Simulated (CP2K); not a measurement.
Nb in CP2K: the effect of functional

The system is Nb.

```
Nb
1.0
     2.88205    0.00000    0.00000
    -0.96068    2.71722    0.00000
    -0.96068   -1.35861    2.35318
Nb
1
Cartesian
  0.0000 0.0000 0.0000
```

Alike in all runs:

| Item | Value |
| --- | --- |
| Program | CP2K 2026.2 |
| Task | single point |
| Potentials or basis | POTENTIAL_UZH Nb GTH-PBE-q13; TZVP-MOLOPT-PBE-GTH basis |
| Density cutoff | 9184 eV |
| k mesh | 11 × 11 × 11 |
| Occupations | fermi-dirac, width 0.05 eV |
| Spin | no spin polarisation |

Q: One run gave: pressure -6.4 GPa. Which functional did it use?
A. PBEsol
B. TPSS
C. LDA
D. vdW-DF-cx
E. revPBE

A: A.

```csv
functional,pressure (GPa)
PBE,-1.0
LDA,-9.6
PBEsol,-6.4
rev-vdW-DF2,-3.5
vdW-DF-cx,-5.8
revPBE,0.8
TPSS,-3.1
```

Caveats: the basis of atomic orbitals isn't converged, which shifts pressures, moduli and gaps; the potentials were made for another functional, which shifts forces and pressure (some runs).
